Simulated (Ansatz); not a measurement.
# Lu: changing the strain (εzz = s)

```xyz
2
Lattice="3.5031 0.0000 0.0000 -1.7515 3.0338 0.0000 0.0000 0.0000 5.5509" Properties=species:S:1:pos:R:3 pbc="T T T"
Lu    1.7516    1.0113    4.1632
Lu    0.0000    2.0225    1.3877
```

Kept alike: task band structure; functional PBE; k mesh 7 × 7 × 4; occupations fermi-dirac, width 0.05 eV; no spin polarisation. Program: Ansatz, Ansatz PAW, cutoff 420 eV. The mesh is that of the run's cell of 2 atoms. No spin-orbit coupling.

| s | free energy over the lowest row (meV/atom) |
| --- | --- |
| -0.04 | 4.78 |
| -0.02 | 0.00 |
| -0.01 | ? |
| 0 | 2.58 |
| 0.01 | 6.61 |
| 0.02 | 12.25 |
| 0.04 | 26.85 |

The cell shown is the unstrained one; x, y and z are its Cartesian axes; atoms keep their fractions. For a metal such a mesh leaves the last digits unconverged.

Problem. Fit the rows shown and predict the run at -0.01.

Solution. A least-squares cubic through the rows shown is free energy = -24558 s³ + 8204.7 s² + 315.21 s + 2.717 (largest miss 0.143); at s = -0.01 it gives 0.41 meV/atom. The run gave: free energy over the lowest row 0.36 meV/atom.
